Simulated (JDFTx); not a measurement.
Runs of JDFTx 1.7.0 (patched build) on LiCl. The structure is cubic, space group Fm-3m (No. 225). The conventional cell has a = 5.130 Å, b = 5.130 Å, c = 5.130 Å, α = 90.00°, β = 90.00°, γ = 90.00°. Cl (site symmetry m-3m) has 6 Li at 2.56 Å as nearest neighbours. Around Li (site symmetry m-3m) lie 6 Cl at 2.56 Å. 

| task | level | potentials or basis | k mesh | cutoff (eV) | density cutoff over wavefunction cutoff | SCF threshold on the energy | symmetries | Q point | cutoff of the response | mesh quality | gap on the mesh (eV) | pressure (GPa) | V0 of scaled cells (Å³/atom) | B0 (GPa) |
| --- | --- | --- | --- | --- | --- | --- | --- | --- | --- | --- | --- | --- | --- | --- |
| equation of state | r2SCAN | SG15-PBE-1.2 | 9 × 9 × 9 | 1088 | 8 | 1e-09 Ha | - | - | - | not flagged | - | - | 16.78 | 34 |
| screening | LDA | PseudoDojo-SR-LDA-0.4.1-standard | 4 × 4 × 4 | 1007 | 8 | 1e-09 Ha | none | [0.25, 0, 0] | 3 Ha | coarse | (a) | -3.1 | - | - |
| single point | PBE | PseudoDojo-SR-PBE-0.5-standard | 9 × 9 × 9 | 1007 | 4 | 1e-08 Ha | - | - | - | not flagged | 6.33 | 0.4 | - | - |
| single point | PBE | PseudoDojo-SR-PBE-0.5-standard | 4 × 4 × 4 | 1007 | 8 | 1e-09 Ha | - | - | - | coarse | 6.33 | 0.5 | - | - |
| equation of state | PBE | PseudoDojo-SR-PBE-0.5-standard | 9 × 9 × 9 | 1007 | 4 | 1e-08 Ha | - | - | - | not flagged | - | - | (c) | 32 |
| equation of state | PBEsol | PseudoDojo-SR-PBEsol-0.4.1-standard | 9 × 9 × 9 | 1007 | 8 | 1e-09 Ha | - | - | - | not flagged | - | - | 16.22 | (b) |

Alike in all rows: no spin polarisation; cell as given; smearing fermi-dirac 0.05 eV.

Task: Fill in the values left out.

Result: (a) 5.98; (b) 35; (c) 17.08.

Caveats: some runs use coarse meshes; the empty levels aren't tightly converged (some runs); the potentials were made for another functional, which shifts forces and pressure (some runs); an odd mesh through Γ misses points on the zone boundary, where band edges often lie (some runs).

A gap of «none» marks a metal or a gap under the smearing width.

Not every run made on this cell is shown here.
